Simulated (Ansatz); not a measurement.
The system is PbSe (Clausthalite).

```
Pb Se
1.0
     0.00000    3.06065    3.06065
     3.06065    0.00000    3.06065
     3.06065    3.06065    0.00000
Pb Se
1 1
Direct
  0.00000 0.00000 0.00000
  0.50000 0.50000 0.50000
```

```yaml
Program: Ansatz 0.2.0
Task: relaxation of cell and atoms
Functional: PBEsol
Dispersion: D4
Potentials_or_basis: all-electron LAPW, scalar-relativistic
Basis_error_allowed: 0.001 eV/atom
k_mesh: 8 × 8 × 8
Occupations: fermi-dirac, width 0.05 eV
Spin: no spin polarisation
```

At the start: volume 28.67 Å³/atom.

Q: How do energy, volume and symmetry change on relaxing?

A: Over 4 steps the energy falls by 5.2 meV/atom and the volume is 27.76 Å³/atom (-3.2 %); space group Fm-3m (No. 225, to 0.05 Å).

The path:
| step | energy change (eV) | largest force (eV/Å) | volume (Å³) |
| --- | --- | --- | --- |
| 1 | 0.0000 | 0.0000 | 57.34 |
| 2 | -0.0079 | 0.0000 | 54.59 |
| 3 | -0.0103 | 0.0000 | 55.52 |
| 4 | -0.0103 | 0.0000 | 55.52 |

Final structure:
```
Pb Se
1.0
     0.00000    3.02784    3.02784
     3.02784    0.00000    3.02784
     3.02784    3.02784    0.00000
Pb Se
1 1
Cartesian
  0.0000 0.0000 0.0000
  3.0278 3.0278 3.0278
```

The cell as given is a measured one (28.67 Å³/atom); PBEsol+D4 puts the equilibrium volume -3.2 % from it, thermal expansion not counted.
